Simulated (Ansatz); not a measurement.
# (16,0) blue phosphorene nanotube (64 atoms): geometry optimisation, part 2 of 2

Aim: bring (16,0) blue phosphorene nanotube (64 atoms) to a nearby minimum of the energy and see what moves.

Ansatz 0.2.0; Kohn-Sham DFT, PBE+D3(BJ), PAW (set soft_2), plane waves.

The cell: 64 P. The cell is under 6 Å thick along one periodic direction.

So far. Step 3 (Relaxation): The relaxation changed the energy by -7.11 meV/atom, and atoms moved by 0.038 Å r.m.s., 0.067 Å at most.

## Step 5: Single point at the relaxed geometry

One more single point at the end of the walk gives the fuller output and checks the residual forces.

input.yaml

```yaml
crystal:
  lattice:
    - [26.9449, 0.0, 0.0]
    - [0.0, 26.9449, 0.0]
    - [0.0, 0.0, 5.68113]
  atoms:
    - { symbol: P, position: [0.83268, 0.50001, 0.33301] }
    - { symbol: P, position: [0.78123, 0.55611, 0.16461] }
    - { symbol: P, position: [0.80774, 0.62755, 0.33211] }
    - { symbol: P, position: [0.73855, 0.65944, 0.16416] }
    [... 54 atom lines left out ...]
    - { symbol: P, position: [0.8069, 0.37283, 0.33378] }
    - { symbol: P, position: [0.78065, 0.44432, 0.16566] }
    - { symbol: P, position: [0.77622, 0.31525, 0.83376] }
    - { symbol: P, position: [0.76421, 0.39049, 0.66593] }
    - { symbol: P, position: [0.82594, 0.43508, 0.83355] }
    - { symbol: P, position: [0.78649, 0.50021, 0.66519] }
kpoints:
  mp_grid: { grid: [1, 1, 3] }
hamiltonian:
  xc: pbe
  dispersion: d3bj
scf:
  occupations: { method: gaussian, width: 0.05 }
output:
  forces: true
  populations: intrinsic
  dos:
    method: { smearing: { sigma: 0.08 } }
    de: 0.1
    projected: { site_lists: { P: [P] } }
  eigenvalues: true
  write_density: true
  write_potential: true
  volumetric_format: npy
```

Command:

```
$ ansatz run input.yaml --threads 4 --pin off --max-ram 8192MiB --backend cpu --events-out ev --progress --plain --runs-dir out
```

Numbers of over 12 decimals in the logs are rounded to 6 here.

The log of the run:

```text
[...]
Crystal: 64 atoms, lattice volume = 4124.657 Å³
Basis set: ecut = 420 eV, 80763 PW (Γ), exchange–correlation on 384×384×80 points (8 copies of the dense FFT grid, shifted against one another)
Bands: 224, of which v1, the nominal top of the filled ones, is band 160 counted from 1 (159 counted from 0)
Symmetry: 1 space group operations
[...]
k-points: 2 of 3 (time reversal used)
[...]
SCF iter   1: F=—  HF=-48374.443387 eV  |F-HF|=—  |Δ(HF+E_count)|=         —  Δρ=2.10e-3  dr2=5.31e-1  ethr=1.77e-3  ⟨swp⟩=8.0  Hψ=2708  notcnv=0  defer=23
[...]
SCF iter   9: F=-48374.395642 eV  HF=-48374.395642 eV  |F-HF|=1.17e-8  |Δ(HF+E_count)|=   8.52e-9  Δρ=9.03e-7  dr2=5.78e-8  ethr=3.13e-11  ⟨swp⟩=26.0  Hψ=5468  notcnv=0
SCF 1 converged in 9 iterations: F = -48374.395642 eV  dr2 = 5.78e-8
[...]
WARN: The output density's exchange-correlation potential varies sharply where the density is thin. Do not read a vacuum level from v_tot or v_xc, or from such a field of the output density. On a cell that repeats whose density bears no net charge and no dipole along the vacuum's axis use v_es (v_loc + v_h of the components); [...]
SCF converged after 9 iterations
Free energy (F): -48374.395642 eV
[...]
Internal energy: -48374.395642 eV  (E = F + TS)
E sigma→0 (E₀):  -48374.395642 eV
Fermi energy:    -1.404414 eV
[...]
--- Forces (eV/Å), atoms counted from 1 ---
  atom   1  P      0.00456251    -0.00642482     0.00141995
  atom   2  P     -0.00471319     0.00436546     0.00607233
  atom   3  P      0.00548486    -0.00096957     0.00336564
  atom   4  P      0.00286174    -0.00048717     0.00416229
  atom   5  P      0.00643429     0.00621583    -0.00161196
  atom   6  P     -0.01016430    -0.00553235    -0.00473629
  atom   7  P      0.01361671     0.00695878     0.00593165
  atom   8  P     -0.00645816    -0.00265957     0.00456844
  atom   9  P      0.01120242     0.00587577     0.00203734
  atom  10  P     -0.00307840    -0.00664471    -0.00943248
  atom  11  P      0.00521485     0.00875316    -0.00458357
  atom  12  P      0.00004384    -0.00806619    -0.00517822
  atom  13  P      0.01078806     0.01060921     0.00179742
  atom  14  P     -0.00768684    -0.01986940     0.00638318
[...]
atom  63  P      0.01040718     0.00544071     0.00042638
  atom  64  P     -0.00317541    -0.00275606    -0.00341222
  max |Σ_I F_I| component: 4.17e-5 eV/Å
--- Band table (eV) ---
[...]
--- intrinsic populations: 64 sites ---
  site symbol       q [e]
     0      P      5.0103
     1      P      4.9895
     2      P      5.0105
[...]
63      P      4.9898
  spilling = -0.000000 (of n_electrons = 320.000000)
```

Wall time 2.1 min (4 threads of Arm Neoverse V2, shared host); peak memory 5.3 GiB.

The program notes that the exchange-correlation potential is rough where the density is thin.

Read from the output:

```yaml
free_energy: -48374.3956 eV
free_energy_per_atom: -755.8499 eV/atom
scf_cycles: 9
r_m_s_force_component: 0.00658 eV/Å
longest_force: 0.02248 eV/Å
fermi_energy: -1.404 eV
spacing_of_highest_filled_and_lowest_empty_level: 1.847 eV
```

Intrinsic-atomic-orbital charges by element:

| element | coordination | atoms | mean charge (e) | spread | least | most |
| --- | --- | --- | --- | --- | --- | --- |
| P | all | 64 | 0 | 0.0103 | -0.0107 | 0.0107 |

Density of states as counts of states in windows of 1 eV (from the Fermi level), total and the larger projections:

| from (eV) | to (eV) | total | P p | P s |
| --- | --- | --- | --- | --- |
| -14 | -13 | 17.1 | 5.3 | 11.8 |
| -13 | -12 | 17.7 | 5.3 | 12.3 |
| -12 | -11 | 9.7 | 2.8 | 6.8 |
| -11 | -10 | 9.8 | 3.8 | 5.9 |
| -10 | -9 | 15.3 | 6.2 | 8.9 |
| -9 | -8 | 16.6 | 5.1 | 11.2 |
| -8 | -7 | 23.3 | 8.2 | 14.8 |
| -7 | -6 | 5.1 | 4.8 | 0.1 |
| -6 | -5 | 24.5 | 21.8 | 2.2 |
| -5 | -4 | 39.1 | 33.0 | 5.3 |
| -4 | -3 | 34.1 | 30.3 | 3.0 |
| -3 | -2 | 32.2 | 28.2 | 3.2 |
| -2 | -1 | 54.3 | 45.0 | 8.3 |
| -1 | 0 | 2.8 | 2.3 | 0.4 |
| 0 | 1 | 6.2 | 4.4 | 0.9 |
| 1 | 2 | 29.8 | 23.3 | 2.8 |
| 2 | 3 | 55.7 | 44.1 | 3.7 |

The curve was stored every 0.100 eV, coarse against its broadening of 0.08 eV, so these counts are rough.

Between -16 and -14 eV lie 18 more states.

The levels nearest the highest filled one (over half full), pooled over k-points and spins:

| level less the highest filled one (eV) | occupation |
| --- | --- |
| -0.0973 | 2 |
| -0.0969 | 2 |
| -0.0046 | 2 |
| -0.0019 | 2 |
| -5.0e-4 | 2 |
| 0 | 2 |
| 1.85 | 0 |
| 1.85 | 0 |
| 1.86 | 0 |
| 1.86 | 0 |
| 1.92 | 0 |
| 2.00 | 0 |

Electrostatic potential energy in the ca plane at fractional y = 0.218, with atoms of P within 0.2 Å of it. With pseudopotentials it is smooth inside the atoms' cores, unlike the true potential.

Values in eV, 24 rows by 16 columns, each cell a mean:
```
  4   4   4   4   4   4   4   4   4   4   4   4   4   4   4   4
  4   4   4   4   4   4   4   4   4   4   4   4   4   4   4   4
  4   4   4   4   4   4   4   4   4   4   4   4   4   4   4   4
  4   4   4   4   4   4   4   4   4   4   4   4   4   4   4   4
  3   3   3   4   4   4   4   4   3   3   3   3   3   3   3   3
  3   3   3   3   2   2   2   3   3   3   3   3   3   3   3   3
  1   2   2   1   0   0   0   1   2   2   1  -1  -6 -10  -8  -3
 -6  -1  -1  -1   0   0   0   1   1   0  -4 -20 -47 -53 -50 -28
 -1  -2  -4  -7 -14 -21 -16  -7  -4  -8 -15 -16 -13 -11  -8  -3
 -1  -4  -8 -10 -11 -13 -10  -5  -9 -25 -42 -41 -23  -7  -2   0
-13 -42 -52 -52 -39 -11  -2   0   0  -2  -4  -4  -3  -3  -2  -3
 -2  -8 -14 -14  -7  -2  -1  -2  -9 -29 -40 -39 -26  -8  -1   0
 -4 -15 -23 -22 -14  -4  -1  -1  -7 -21 -31 -31 -19  -6  -1  -1
-12 -37 -47 -47 -35 -10  -2   0  -1  -3  -6  -6  -4  -3  -2  -3
  0  -2  -4  -7 -13 -18 -14  -7 -10 -27 -46 -45 -25  -8  -2   0
 -2  -2  -4  -6 -11 -15 -12  -5  -3  -4  -9 -12 -16 -19 -15  -7
 -5  -1   0   0   0   1   1   1   1   0  -3 -20 -45 -50 -48 -27
  1   2   2   1   0   0   0   1   2   2   2   1  -2  -3  -2   0
  3   3   3   3   3   3   3   3   3   3   3   3   3   3   3   3
  3   3   4   4   4   4   4   4   4   3   3   3   3   3   3   3
  4   4   4   4   4   4   4   4   4   4   4   4   4   4   4   4
  4   4   4   4   4   4   4   4   4   4   4   4   4   4   4   4
  4   4   4   4   4   4   4   4   4   4   4   4   4   4   4   4
  4   4   4   4   4   4   4   4   4   4   4   4   4   4   4   4
```
Columns run along c (5.7 Å; values clipped at the 3rd and 97th percentile), rows up along a (26.9 Å). Atoms in or near the plane, at fractional coordinates: P at (0.17, 0.44), P at (0.83, 0.32), P at (0.17, 0.56), P at (0.67, 0.50), P at (0.83, 0.68).

Valence density in the ca plane at fractional y = 0.218, with atoms of P within 0.2 Å of it. It is the smooth field of the valence electrons, not physical close to the nuclei.

Ten even steps from '_' (0.00 e/Å³) to '@' (0.66 e/Å³), each cell a mean:
```
________________________________
________________________________
________________________________
________________________________
________________________________
________......__________________
..____..::::::..____..::==++==--
**--::::::::....__..--%%%%++##@@
::--==##@@@@##**++****%%@@##++--
::--++##%%##****##@@%%@@@@**--::
%%@@++++@@**::....::==++++==--==
::==++**++--::--++##**##%%++::::
--++**####==::::==****####++::::
##%%++**@@**--..::--==**++======
..::==##%%######%%@@%%@@@@**--..
----++##@@%%**++====**%%@@%%**==
++--::::::....____..--##%%++##@@
..____..::::::..______..::----..
__________..____________________
________________________________
________________________________
________________________________
________________________________
________________________________
```
Columns run along c (5.7 Å), rows up along a (26.9 Å). Atoms in or near the plane, at fractional coordinates: P at (0.17, 0.44), P at (0.83, 0.32), P at (0.17, 0.56), P at (0.67, 0.50), P at (0.83, 0.68).

Intrinsic-atomic-orbital charges run from -0.01 to +0.01 e. The largest share in the top eV of filled states is P p (84 % of the projected weight), and in the lowest eV of empty states P p (87 % of the projected weight).

The surroundings of P22, picked at random, nearest first, numbered as they follow in the input and with coordinates relative to it.

| atom | x | y | z | distance (Å) | bonds | intrinsic-atomic-orbital charge (e) |
| --- | --- | --- | --- | --- | --- | --- |
| P22 | 0.00 | 0.00 | 0.00 | 0.00 | 3 | 0.01 |
| P19 | -0.48 | 1.15 | -1.89 | 2.26 | 3 | -0.01 |
| P25 | -2.03 | 0.32 | 0.95 | 2.26 | 3 | -0.01 |
| P21 | 1.20 | 1.66 | 0.95 | 2.26 | 3 | -0.01 |
| P18 | 2.96 | 0.59 | 0.00 | 3.01 | 3 | 0.01 |
| P26 | -2.51 | -1.68 | 0.00 | 3.02 | 3 | 0.01 |
| P20 | -1.33 | -0.72 | -2.84 | 3.22 | 3 | 0.01 |
| P16 | 1.45 | 0.44 | -2.84 | 3.22 | 3 | 0.01 |
| P16 | 1.45 | 0.44 | 2.84 | 3.22 | 3 | 0.01 |
| P20 | -1.33 | -0.72 | 2.84 | 3.22 | 3 | 0.01 |
| P23 | -3.38 | -0.79 | -1.88 | 3.95 | 3 | -0.01 |
| P15 | 2.95 | 1.84 | -1.88 | 3.95 | 3 | -0.01 |
| P19 | -0.48 | 1.15 | 3.79 | 3.99 | 3 | -0.01 |

The column of bonds counts only the pairs P-P within 2.68 Å; other neighbours, such as metal atoms beside each other in a compound, aren't counted, and periodic images can show an atom twice.

## Step 6: Outcome

```yaml
energy_change_in_the_relaxation: -7.107 meV/atom
r_m_s_displacement: 0.038 Å
largest_displacement: 0.067 Å
free_energy_per_atom: -755.8499 eV/atom
r_m_s_force_component: 0.00658 eV/Å
spacing_of_highest_filled_and_lowest_empty_level: 1.847 eV
wall_time_of_the_3_dft_runs: 6.2 min
```

**Reading.** Relaxation lowers the energy by 7.11 meV/atom and moves atoms by 0.038 Å r.m.s.; the r.m.s. force component goes from 0.30 to 0.0066 eV/Å. By the final cutoffs no bond was broken or made. The r.m.s. move is of the size of the random displacements put into the start (0.035 Å r.m.s. in three dimensions). From the first step to the last the energy fell by 0.455 eV, and the largest move was 0.07 Å (P25, with 1 other atom within 2 % of it). The P-P bonds go from 2.259 Å (spread 0.029) to 2.262 Å (spread 0.001). With the cutoffs above, all P atoms have 3 bonded neighbours. Filled and empty levels are parted by 1.85 eV on the run's k-points; the mesh holds the band edges only if they fold onto it, so the gap at this level can be narrower or closed, while semilocal functionals tend to narrow gaps against experiment.

[Logs are printed without paths, hosts, clocks, repeated set-up lines and the standing remarks that a program may print on its own settings, such as how far it seeks lower states.]

[Hosts, paths, dates, database ids (printed as entryN), source tags and the programs' standing remarks are cut or masked in the printed files.]
